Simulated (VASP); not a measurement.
# Sn (I4_1/amd) in VASP: single point with PBEsol

Aim: the single point of Sn with PBEsol.

Everything below comes from runs of VASP 6.6.1. Logs are shortened: lines on timing, memory, paths and dates and some standing lists are left out, and cuts for length are marked.

### 1 Starting point

Symmetry: I4_1/amd, No. 141, tetragonal system. The conventional cell has a = 5.880 Å, b = 5.880 Å, c = 3.199 Å, α = 90.00°, β = 90.00°, γ = 90.00°. Sn (site symmetry -4m2) has 6 Sn at 3.05 to 3.20 Å as nearest neighbours.

### 2 Single point, PBEsol

INCAR reads:

```
SYSTEM = Sn
PREC = Accurate
ENCUT = 520
EDIFF = 1E-6
ISMEAR = 0
SIGMA = 0.1
LREAL = .False.
LASPH = .True.
NELM = 100
ALGO = Fast
ISIF = 2
LWAVE = .False.
LCHARG = .True.
GGA = PS
LELF = .True.
LVHAR = .True.
NBANDS = 21
```

KPOINTS reads:

```
regular mesh
0
Gamma
  6 6 6
  0 0 0
```

POSCAR reads:

```
Sn
1.0
   -2.9401404553      2.9401404553      1.5993019889
    2.9401404553     -2.9401404553      1.5993019889
    2.9401404553      2.9401404553     -1.5993019889
Sn
2
Direct
    0.7500000000      0.2500000000      0.5000000000
    0.0000000000      0.0000000000      0.0000000000
```

Potentials or basis: VASP PAW PBE potentials, release 64 (Sn_d).

Launch:

```console
$ cat potpaw_PBE.64/Sn_d/POTCAR > POTCAR
$ mpirun -np 1 vasp_std > vasp.out
```

OUTCAR:

```text
SYSTEM = Sn
   PREC = Accurate
   ENCUT = 520
   EDIFF = 1E-6
   ISMEAR = 0
   LREAL = .False.
   LASPH = .True.
   NELM = 100
   ISIF = 2
   GGA = PS

 ion  position               nearest neighbor table
   1  0.750  0.250  0.500-   2 3.05   2 3.05   2 3.05   2 3.05
   2  0.000  0.000  0.000-   1 3.05   1 3.05   1 3.05   1 3.05

  LATTYP: Found a body centered tetragonal cell.
 ALAT       =     5.8802809106
 C/A-ratio  =     0.5439542815

  Lattice vectors:

 A1 = (  -2.9401404553,   2.9401404553,   1.5993019889)
 A2 = (   2.9401404553,  -2.9401404553,   1.5993019889)
 A3 = (   2.9401404553,   2.9401404553,  -1.5993019889)

Analysis of symmetry for initial positions (statically):
=====================================================================
 Subroutine PRICEL returns:
 Original cell was already a primitive cell.

 Routine SETGRP: Setting up the symmetry group for a
 body centered tetragonal supercell.

 Subroutine GETGRP returns: Found 16 space group operations
 (whereof  8 operations were pure point group operations)
 out of a pool of 16 trial point group operations.

The static configuration has the point symmetry D_2d.
 The point group associated with its full space group is D_4h.

Analysis of symmetry for dynamics (positions and initial velocities):
=====================================================================
 Subroutine PRICEL returns:
 Original cell was already a primitive cell.

 Routine SETGRP: Setting up the symmetry group for a
 body centered tetragonal supercell.

 Subroutine GETGRP returns: Found 16 space group operations
 (whereof  8 operations were pure point group operations)
 out of a pool of 16 trial point group operations.

The dynamic configuration has the point symmetry D_2d.
 The point group associated with its full space group is D_4h.

 Subroutine INISYM returns: Found 16 space group operations
 (whereof  8 operations are pure point group operations),
 and found     1 'primitive' translations

----------------------------------------------------------------------------------------

                                     Primitive cell

  volume of cell :      55.3002

  direct lattice vectors                    reciprocal lattice vectors
    -2.940140455  2.940140455  1.599301989     0.000000000  0.170059903  0.312636390
     2.940140455 -2.940140455  1.599301989     0.170059903  0.000000000  0.312636390
[... 83 lines left out ...]
   ENCUT  =  520.0 eV  38.22 Ry    6.18 a.u.   8.28  8.28  8.28*2*pi/ulx,y,z
   NELM   =    100;   NELMIN=  2; NELMDL= -5     # of ELM steps
   EDIFF  = 0.1E-05   stopping-criterion for ELM
   LREAL  =      F    real-space projection
   EDIFFG = 0.1E-04   stopping-criterion for IOM
   NSW    =      0    number of steps for IOM
   IBRION =     -1    ionic relax: 0-MD 1-quasi-New 2-CG
   NFREE  =      0    steps in history (QN), initial steepest desc. (CG)
   ISIF   =      2    stress and relaxation
   ISYM   =      2    0-nonsym 1-usesym 2-fastsym
   POTIM  = 0.5000    time-step for ionic-motion
   TEBEG  =    0.0;   TEEND  =   0.0 temperature during run
   PSTRESS=    0.0 pullay stress
   NELECT =      28.0000    total number of electrons
   NUPDOWN=      -1.0000    fix difference up-down
   EMIN   =  10.00;   EMAX   =-10.00  energy-range for DOS
   EFERMI =   0.00;   METHOD = LEGACY
   ISMEAR =     0;   SIGMA  =   0.10  broadening in eV -4-tet -1-fermi 0-gaus
   EFERMI_NEDOS =   21; number of points for ismear=-14 and -15
   IALGO  =     68    algorithm
   IMIX   =      4    mixing-type and parameters
     AMIX     =   0.40;   BMIX     =  1.00
     AMIX_MAG =   1.60;   BMIX_MAG =  1.00
  volume/ion in A,a.u.               =      27.65       186.59
  Fermi-wavevector in a.u.,A,eV,Ry     =   1.304824  2.465760 23.164816  1.702566
  Thomas-Fermi vector in A             =   2.435734
   LORBIT       =      0    0 simple, 1 ext, 2 COOP (PROOUT), +10 PAW based schemes
   GGA     = PS    functional components
   LHFCALC =     F    Hartree Fock is set to
   AEXX    =    0.0000 exact exchange contribution
   IVDW    =     0    specifies the selected vdW correction
   LEPSILON=     F    determine dielectric tensor
   LRPA    =     F    only Hartree local field effects (RPA)
 non-spin polarized calculation
 RMM-DIIS sequential band-by-band and
 Gauss-broadening in eV      SIGMA  =   0.10
  energy-cutoff  :      520.00
  volume of cell :       55.30
 maximum number of plane-waves:      1502
 NGX is ok and might be reduce to    36
   NGX = 17   NGY = 17   NGZ = 17

 number of electron      27.9999990 magnetization

 Free energy of the ion-electron system (eV)
  ---------------------------------------------------
  ext. energy  EPLUGINS =         0.00000000
  ---------------------------------------------------
  free energy    TOTEN  =        -8.50212078 eV

  energy without entropy =       -8.49569263  energy(sigma->0) =       -8.49890671

 E-fermi :   7.7173     XC(G=0): -10.3638

 val. band max:        7.6557841469   @ k =  -0.3333   0.3333   0.1667
 cond. band min:       7.7251070388   @ k =  -0.1667  -0.1667   0.1667
 fundamental gap:      0.0693228920
 Fermi energy:         7.7173034854

 k-point     1 :       0.0000    0.0000    0.0000
  band No.  band energies     occupation
      1     -13.9333      2.00000
      2     -13.8654      2.00000
      3     -13.8130      2.00000
      4     -13.8118      2.00000
      5     -13.6661      2.00000
      6     -13.6661      2.00000
[... 565 lines left out ...]
     20      16.6349      0.00000
     21      18.3902      0.00000

 [... further k-points ...]

------------------------ aborting loop because EDIFF is reached ----------------------------------------

  FORCE on cell =-STRESS in cart. coord.  units (eV):
  Direction    XX          YY          ZZ          XY          YZ          ZX
  --------------------------------------------------------------------------------------
  -------------------------------------------------------------------------------------
  Total       -0.3679109     -0.3679109     -0.8704475      0.0000000      0.0000000     -0.0000000
  in kB      -10.6592501    -10.6592501    -25.2189236      0.0000000      0.0000000     -0.0000000
  external PRESSURE =     -15.5124746 kB  Pullay stress =       0.0000000 kB

 VOLUME and BASIS-vectors are now :
 -----------------------------------------------------------------------------
  energy-cutoff  :      520.00
  volume of cell :       55.30
      direct lattice vectors                 reciprocal lattice vectors
    -2.940140455  2.940140455  1.599301989     0.000000000  0.170059903  0.312636390
     2.940140455 -2.940140455  1.599301989     0.170059903  0.000000000  0.312636390
     2.940140455  2.940140455 -1.599301989     0.170059903  0.170059903  0.000000000

 POSITION                                       TOTAL-FORCE (eV/Angst)
 -----------------------------------------------------------------------------------
      0.00000      2.94014      0.79965        -0.000000      0.000000     -0.000000
      0.00000      0.00000      0.00000         0.000000     -0.000000      0.000000
 -----------------------------------------------------------------------------------
    total drift:                               -0.000000      0.000000     -0.000000

  FREE ENERGIE OF THE ION-ELECTRON SYSTEM (eV)
  ---------------------------------------------------
  free  energy   TOTEN  =        -8.5021207846 eV

  energy  without entropy=       -8.4956926255  energy(sigma->0) =       -8.49890671
```

stdout:

```text
POSCAR found type information on POSCAR Sn
 POSCAR found :  1 types and       2 ions
 scaLAPACK will be used
 -----------------------------------------------------------------------------
|                                                                             |
|                                                                             |
|     You enforced a specific xc type in the INCAR file but a different       |
|     I HOPE YOU KNOW WHAT YOU ARE DOING!                                     |
|                                                                             |
 -----------------------------------------------------------------------------

 LDA part: xc-table for (Slater+PW92), standard interpolation
 POSCAR, INCAR and KPOINTS ok, starting setup
 FFT: planning ... GRIDC
 FFT: planning ... GRID_SOFT
 FFT: planning ... GRID
 WAVECAR not read
 entering main loop
```

Wall time 54 s (1 thread of Intel Xeon Platinum 8488C (Sapphire Rapids), shared host); peak memory 0.2 GiB.

What came out:

```
Free energy            : -8.5021 eV
Pressure               : -1.6 GPa
Band gap on the k mesh : none (metal or under the smearing width)
```

Caveat: the k mesh is coarse (spacing up to 0.37 Å⁻¹), so the values aren't converged; the PAW data sets were made with another functional, which shifts forces and pressure a little.
